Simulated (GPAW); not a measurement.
Runs of GPAW 26.7.0 on MgB2. The structure is hexagonal, space group P6/mmm (No. 191). The conventional cell has a = 3.085 Å, b = 3.085 Å, c = 3.523 Å, α = 90.00°, β = 90.00°, γ = 120.00°. Mg (site symmetry 6/mmm) is surrounded by 12 B at 2.51 Å. B (site symmetry -6m2) is surrounded by 3 B at 1.78 Å. 

```tsv
task	level	potentials or basis	cell	smearing	optimizer	fmax	max steps	convergence	band path	gap on the mesh (eV)	pressure (GPa)	relaxed volume (Å³/atom)
relaxation of cell and atoms	RPBE	the program's PAW data sets (release 1.2.1) made for this functional, pw	relaxed	fermi-dirac 0.05 eV	BFGS	0.01 eV/Å	60	density=1e-05 forces=0.0001	-	none	-0.1	9.83
single point	PBEsol	PAW data sets generated in the run's folder for this functional, pw	as given	gaussian 0.02 eV	-	-	-	-	-	none	(b)	-
band structure	revPBE	the program's PAW data sets (release 1.2.1) made for this functional, pw	as given	fermi-dirac 0.05 eV	-	-	-	-	GMKGALHA,LM,KH	-	(a)	-
relaxation of cell and atoms	revPBE	the program's PAW data sets (release 1.2.1) made for this functional, pw	relaxed	fermi-dirac 0.05 eV	BFGS	0.02 eV/Å	40	density=1e-05 forces=0.0001	-	none	0.0	9.78
relaxation of cell and atoms	PBEsol+D4	PAW data sets generated in the run's folder for this functional, pw	relaxed	fermi-dirac 0.05 eV	LBFGS	0.01 eV/Å	60	density=1e-05 forces=0.0001	-	none	0.0	9.32
relaxation of cell and atoms	PBEsol+D3(BJ)	PAW data sets generated in the run's folder for this functional, pw	relaxed	fermi-dirac 0.05 eV	LBFGS	0.05 eV/Å	40	density=1e-05 forces=0.0001	-	none	-0.5	-
band structure	BLYP	PAW data sets generated in the run's folder for this functional, pw	as given	fermi-dirac 0.05 eV	-	-	-	-	GMKGALHA,LM,KH	-	0.7	-
```

Alike in all rows: no spin polarisation; k mesh 10 × 10 × 8; cutoff (eV) 800.

Q: Estimate the missing entries.

A: (a) 1.6; (b) -3.0.

Caveats: later steps reuse the first step's grids (some runs); pairwise dispersion overbinds metals, which lowers pressure and volume (some runs).

A gap of «none» marks a metal or a gap under the smearing width.

Runs at the PBE level aren't shown here.
